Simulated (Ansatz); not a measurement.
# H: a line through a two-coordinate scan

How does the energy of H (P6_3/mmc, No. 194; 2 atoms in the cell) vary with volume per atom, at c/a of the conventional cell = 0.848?

Method: DFT PBE, scalar-relativistic, plane waves, PAW, in Ansatz 0.2.0.

12 further runs of the same task are left out: 12 set aside as unsound or not needed.

## Step 1: The starting structure

The structure is hexagonal, space group P6_3/mmc (No. 194). Conventional cell: a = 5.699 Å, b = 5.699 Å, c = 4.281 Å, α = 90.00°, β = 90.00°, γ = 120.00°. H (site symmetry -6m2) has 8 H at 3.92 to 4.28 Å as nearest neighbours.

As a file:

```cif
data_structure
_symmetry_space_group_name_H-M 'P6_3/mmc'
_symmetry_Int_Tables_number 194
_cell_length_a 5.6985
_cell_length_b 5.6985
_cell_length_c 4.2806
_cell_angle_alpha 90.000
_cell_angle_beta 90.000
_cell_angle_gamma 120.000
_cell_volume 120.38
loop_
_atom_site_label
_atom_site_type_symbol
_atom_site_symmetry_multiplicity
_atom_site_Wyckoff_symbol
_atom_site_fract_x
_atom_site_fract_y
_atom_site_fract_z
_atom_site_occupancy
H1 H 2 c 0.33333 0.66667 0.25000 1
```

It goes back to an entry of the Materials Project, which need not be the stable form.

This cell was relaxed beforehand with the same method: volume 60.19 Å³/atom, gap on the mesh 6.79 eV, site moments up to 1.0 μB.

## Step 2: Plan of the line

The energy is mapped over volume and the cell's shape.

- volume per atom: 7 values from 50.56 to 69.82 Å³
- c/a of the conventional cell: 7 values from 0.626 to 0.901

Nothing else is relaxed (symmetry fixes all fractional coordinates). Energies count from the relaxed crystal. Points are written as (first, second).

## Step 3: The run at (50.56 Å³, 0.848)

input.yaml reads:

```yaml
crystal:
  lattice:
    - [5.1636063001, 0.0, 0.0]
    - [-2.58180315, 4.471814231, 0.0]
    - [0.0, 0.0, 4.3792545031]
  atoms:
    - { symbol: H, position: [0.3333333333, 0.6666666667, 0.25], spin: 1.05 }
    - { symbol: H, position: [0.6666666667, 0.3333333333, 0.75], spin: 1.05 }
basis:
  ecutwfc: 520.0
kpoints:
  mp_grid: { grid: [6, 6, 6] }
hamiltonian:
  xc: pbe
scf:
  occupations: { method: gaussian, width: 0.05 }
output:
  forces: true
  stress: true
  eigenvalues: true
  populations: true
  write_density: true
  write_potential: true
  elf: true
  volumetric_format: npy
magnetization:
  spin_polarized: true
```

Command:

```bash
$ ansatz run input.yaml --threads 1 --pin off --max-ram 2048MiB --backend cpu --events-out ev --progress --plain --runs-dir out
```

The session goes on with these runs: the other points of the line.

What does the calculation give? Wanted: for each run, volume per atom; energy; slope; pressure.

The runs gave:

```
volume per atom (Å³)  step  energy (meV/atom)  slope (meV/atom per Å³)  pressure (GPa)  band gap on the k-mesh (eV)
               50.56     3               2.51                    −0.46           0.073                         6.80
               53.77     4               1.27                    −0.33           0.052                         6.83
               56.98     5               0.40                    −0.23           0.036                         6.86
               60.19     6              −0.20                    −0.15           0.024                         6.88
               63.40     7              −0.59                    −0.10           0.016                         6.61
               66.61     8              −0.83                    −0.06           0.009                         6.64
               69.82     9              −0.96                    −0.03           0.004                         6.75
```

Energies count from the relaxed crystal. Slopes come from the forces (and the stress, where the cell changes), not from differences of energies.

**Reading.** The energy is lowest at the end of the line, 69.82 Å³, so the minimum along this coordinate may lie outside the range. The highest point computed, at 50.56 Å³, lies 3.48 meV/atom above the lowest. This is one cut through a surface in two coordinates; the map's lowest point lies off it.

The gaps are Kohn-Sham values of a semilocal functional, not quasiparticle or optical gaps. Such gaps usually fall short of the measured ones.
